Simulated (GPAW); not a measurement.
Wanted: an ASE script for a GPAW 26.7.0 run.

```yaml
Task: equation of state
Functional: PBEsol
Potentials_or_basis: PAW data sets generated in the run's folder for this functional
Cutoff: 800 eV
Basis: pw
k_mesh: 11 × 11 × 3
Occupations: fermi-dirac, width 0.05 eV
Spin: collinear spin, ferromagnetic start
Starting_moments: "[4.0, 4.0, 0.0, 0.0, 0.0, 0.0] μB"
Ranks: 4
Maxiter: 150
Eos_scales: "[0.94, 0.96, 0.98, 1.0, 1.02, 1.04, 1.06]"
```

Crystal: MnO2.

```xyz
6
Lattice="2.8550 0.0000 0.0000 -1.4275 2.4725 0.0000 0.0000 0.0000 10.2217" Properties=species:S:1:pos:R:3 pbc="T T T"
Mn    0.0000    0.0000    5.1109
Mn    0.0000    0.0000    0.0000
O     1.4275    0.8242    4.1588
O     1.4275    0.8242    0.9521
O     0.0000    1.6483    6.0630
O     0.0000    1.6483    9.2697
```

Measurements of this composition are mostly on another form, of space group No. 136.

These files were run (other wordings do the same):

run.py

```python
from ase import Atoms
from ase.eos import EquationOfState
from ase.io import Trajectory
from ase.units import GPa
from ase.parallel import parprint
from gpaw import GPAW, PW, setup_paths

setup_paths.insert(0, '.')

atoms = Atoms(['Mn', 'Mn', 'O', 'O', 'O', 'O'],
              cell=[[2.8549554371, 0.0, 0.0],
                    [-1.4274777185, 2.4724639352, 0.0],
                    [0.0, 0.0, 10.2217427273]],
              scaled_positions=[[0.0, 0.0, 0.5],
                                [0.0, 0.0, 0.0],
                                [0.6666666667, 0.3333333333, 0.40685645],
                                [0.6666666667, 0.3333333333, 0.09314355],
                                [0.3333333333, 0.6666666667, 0.59314355],
                                [0.3333333333, 0.6666666667, 0.90685645]],
              pbc=True)
atoms.set_initial_magnetic_moments([4.0, 4.0, 0.0, 0.0, 0.0, 0.0])

traj = Trajectory('eos.traj', 'w')
volumes, energies = [], []
for x in [0.94, 0.96, 0.98, 1.0, 1.02, 1.04, 1.06]:
    a = atoms.copy()
    a.set_cell(atoms.cell * x**(1 / 3), scale_atoms=True)
    calc = GPAW(mode=PW(800),
                xc='PBEsol',
                kpts={'size': (11, 11, 3), 'gamma': True},
                occupations={'name': 'fermi-dirac', 'width': 0.05},
                nbands=47,
                convergence={'density': 1e-05, 'energy': 1e-05},
                maxiter=150,
                txt=f'eos-{x:.2f}.txt')
    a.calc = calc
    energies.append(a.get_potential_energy(force_consistent=True))
    volumes.append(a.get_volume())
    p = -a.get_stress()[:3].mean() / GPa
    calc.write(f'eos-{x:.2f}.gpw')
    traj.write(a)
    parprint(f'{x:.2f} {volumes[-1]:10.4f} A^3 {energies[-1]:14.6f} eV {p:9.3f} GPa', flush=True)

v0, e0, B = EquationOfState(volumes, energies, eos='birchmurnaghan').fit()
parprint(f'V0 = {v0:.4f} A^3, E0 = {e0:.6f} eV, B0 = {B / GPa:.2f} GPa')
```

Potentials or basis: PAW data sets generated in the run's folder for this functional, pw.

The run is started by

```bash
$ gpaw-setup -f PBEsol Mn O
$ OMP_NUM_THREADS=1 mpirun -n 4 gpaw python run.py
```

Results of the run:

```yaml
Equilibrium_volume: 12.06 Å³/atom
Bulk_modulus_at_fixed_shape_and_positions: 179 GPa
Pressure_derivative_of_the_bulk_modulus: 4.4
```

Caveat: the cell was scaled at fixed shape and fractional positions, which overstates the stiffness of a crystal with free parameters, most of all of layers and chains.

It took 16 min on 4 MPI ranks on AMD EPYC 7571, with other jobs on the host, peak memory 0.56 GiB a rank.
